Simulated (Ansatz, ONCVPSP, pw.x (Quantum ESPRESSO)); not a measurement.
**From atom to crystal: ONCV potential for Ba**

```
Element                 : Ba (Z = 56)
Generator               : ONCVPSP 4.0.1.1 (patched build)
Type                    : optimised norm-conserving Vanderbilt (ONCV)
Functional              : PBE
Relativity              : scalar-relativistic
Frozen core             : [Kr] 4d10
Valence charge          : 10
Reference configuration : 5s2 5p6 6s2
Partial waves           : 5s+6s: rc 3.10 bohr, ncon 4, nbas 8, qcut 4.1 1/bohr, 3 projectors, debl 2.9 Ha; 5p: rc 2.40 bohr, ncon 4, nbas 7, qcut 4.7 1/bohr, 3 projectors, debl 1.9 Ha; d scattering state at 0.1 Ha: rc 2.40 bohr, ncon 4, nbas 7, qcut 4.1 1/bohr, 2 projectors, debl 3.8 Ha
Local potential         : polynomial inside 1.50 bohr (lpopt 2, dvloc0 -1 Ha)
Core correction         : Teter function, fcfact 4.5, rcfact 1.05
```

In the d channel the program set the typed energies aside and used 0.050, 3.850 Ha.

Atomic tests: cutoffs needed: 8.1 Ha and 11 Ha (the cutoffs (Ha) at which the residual kinetic energy of the hardest occupied pseudo-wave falls to 1 and 0.1 mHa per electron); ghost test: no bound ghost flagged; GHOST(+) flagged for s at 112.4 eV, p at 268.4 eV; largest excitation error: -4.7 meV (all-electron minus pseudo) for 5s2 5p6 6s0, out of 4 test configurations.

Crystal test: sc Ba in pw.x 7.5, no spin, 8³ k-points, Fermi–Dirac smearing 0.01 Ry, cutoffs 50/200 Ry. The reference is all-electron LAPW (Ansatz 0.2.0) with the same functional, mesh and smearing; V0 and B0 come from Birch–Murnaghan fits to the pressures at five volumes. Errors are pseudo minus all-electron; Δ is the rms difference of the E(V) curves that follow from these fits, minima aligned, over ±6 % about the mean V0. Mesh and smearing are coarse, so the numbers serve the comparison and aren't converged zero-temperature values; the lattice is a test structure that the element need not adopt.

All-electron: a0 = 3.964 Å (V0 = 62.29 Å³/atom), B0 = 6.4 GPa.

Question: How far does the potential miss the all-electron equation of state?

Answer: mean pressure error (GPa): +0.06; a0 (Å): 3.975; a0 error (%): +0.27; B0 error (%): +2.4; Δ (meV/atom): 0.7.

```tsv
V (Å³/atom)	P all-electron (GPa)	P pseudo (GPa)
59.094	0.37	0.45
60.649	0.18	0.24
62.204	0.01	0.06
63.759	-0.14	-0.10
65.314	-0.28	-0.24
```

Question: At the middle volume, how do free energy and pressure move when the wave cutoff is lowered (ecutrho kept at four times it)?

Answer:

| cutoff (Ry) | shift of F (meV/atom) | shift of P (GPa) |
| --- | --- | --- |
| 22 | +7.8 | -0.12 |
| 30 | +3.3 | -0.01 |
| 40 | +1.7 | +0.01 |

The run at the middle volume (35 k-points, 8 iterations) took about 24 s on one core of a shared host (Neoverse-N1, 64 threads, 124 GiB, load 53).
